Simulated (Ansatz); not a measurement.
Consider KBr in the rock salt structure (space group Fm-3m, No. 225; a = 6.549 Å). Axes: x, y, z lie along the cube axes.

Computed with PBEsol (Ansatz, an electronic-structure program; PAW; 420 eV plane waves; no SOC).

Perturbation: uniaxial strain ε_zz = +1.50 %, all other strain components held at zero; the atoms relax in the strained cell.

Problem. Predict the stress tensor and what it implies for the stiffness.

Solution. Stress of the strained cell less that of the base (GPa, compression positive):
```
  -0.07    0.00    0.00
   0.00   -0.07    0.00
   0.00    0.00   -0.49
```

Then −Δσ_ii/ε with ε = 0.0150 gives secant stiffness values (nonlinear terms included at this strain): C33 ≈ 33 GPa.

Stability against distortions was not tested.
